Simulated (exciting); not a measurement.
The system is LiF.

```
F Li
1.0
     2.55953    0.00000    0.00000
     0.00000    2.55953    0.00000
     0.00000    0.00000    2.55953
F Li
1 1
Cartesian
  1.2798 1.2798 1.2798
  0.0000 0.0000 0.0000
```

Measurements of this composition are mostly on another form, of space group No. 225.

Base run:

* Program: exciting (release sodium)
* Functional: LDA
* Potentials or basis: all-electron LAPW+lo, shipped species files, valence relativity zora
* rgkmax: 7.5
* k mesh: 10 × 10 × 10
* Occupations: gaussian, width 0.05 eV
* Spin: no spin polarisation

Its results: band gap on the k mesh 7.30 eV, indirect (least direct gap 7.98 eV).

Task: The run is repeated on the same cell with these changes: functional from LDA to RPBE; occupations from gaussian, width 0.05 eV to gaussian, width 0.1 eV. What comes out?

Result: Band gap on the k mesh 7.72 eV, indirect (least direct gap 8.38 eV).

A k mesh can miss the band edges.
